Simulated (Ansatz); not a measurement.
An input for Ansatz 0.2.0 (Li):

input.yaml

```yaml
crystal:
  lattice: { a: 4.404, b: 4.404, c: 4.404, alpha: 90.0, beta: 90.0, gamma: 90.0 }
  space_group: 225
  reduce_to_primitive: true
  atoms:
    - { symbol: Li, wyckoff: "4a", position: [0.0, 0.0, 0.0] }
hamiltonian:
  xc: { exchange: pbe, correlation: pbe, exx: { coeff: 0.25, omega: 0.3 } }
  pseudopotentials: { kind: paw, partial_waves: polarizable }
kpoints:
  mp_grid: { grid: [7, 7, 7] }
scf:
  occupations: { method: fermi_dirac, width: 0.01 }
output:
  eigenvalues: true
dielectric:
  method: response
```

Potentials or basis: Ansatz PAW polarizable.

Command:

```bash
$ ansatz run input.yaml --threads 1 --pin off --max-ram 2560MiB --backend cpu --events-out ev --progress --plain --runs-dir out
```

Q: Does this run start?

A: The run stopped without a result. It printed:

Output:

```text
Error: inconsistent input (total_charge, dielectric): the neutral cell has an odd electron count (3.000), which no filling of whole bands holds here — the response to a homogeneous field is an insulator's; give the cell's own charge, if that leaves an even count, or lock an odd total moment (magnetization.spin_polarized: true, magnetization.spin_locking.lock_magnetization: hard, an odd magnetization.initial_magnetization), or remove dielectric
```
